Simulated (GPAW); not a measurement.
**HfC: band structure with revPBE**

HfC:

```
CELL_PARAMETERS angstrom
0.00000 2.32500 2.32500
2.32500 0.00000 2.32500
2.32500 2.32500 0.00000
ATOMIC_POSITIONS crystal
Hf 0.50000 0.50000 0.50000
C 0.00000 0.00000 0.00000
```

```json
{"Program": "GPAW 26.7.0", "Task": "band structure", "Functional": "revPBE", "Potentials or basis": "the program's PAW data sets (release 1.2.1) made for this functional", "Cutoff": "800 eV", "Basis": "pw", "k mesh": "10 × 10 × 10", "Occupations": "fermi-dirac, width 0.05 eV", "Spin": "no spin polarisation", "Maxiter": "150", "Band path": "GXWKGLUWLK,UX", "Band points": "80"}
```

```json
{
  "Pressure": "4.5 GPa",
  "Band gap along the path": "none (metal or under the smearing width)"
}
```

Levels at the corners of the path, in eV from the Fermi level:
```
point  band 6  band 7  band 8  band 9  band 10  band 11
    Γ    0.98    0.98    0.98    1.37     1.37     1.37
    X   -2.68   -1.80   -0.14   -0.14     5.26     6.69
    W   -3.02   -2.77   -2.77    3.65     3.65     6.70
    K   -3.55   -2.80   -1.68    1.56     5.75     6.14
    Γ    0.98    0.98    0.98    1.37     1.37     1.37
    L   -6.16   -3.02   -3.02    5.28     5.28     5.76
    U   -3.55   -2.80   -1.68    1.56     5.75     6.14
    W   -3.02   -2.77   -2.77    3.65     3.65     6.70
    L   -6.16   -3.02   -3.02    5.28     5.28     5.76
    K   -3.55   -2.80   -1.68    1.56     5.75     6.14
    U   -3.55   -2.80   -1.68    1.56     5.75     6.14
    X   -2.68   -1.80   -0.14   -0.14     5.26     6.69
```

Wall time 53 s on 1 thread of Arm Neoverse V1, with other jobs on the host, peak memory 0.26 GiB.

Caveat: spin-orbit coupling is left out, which moves the levels of the heavy elements.
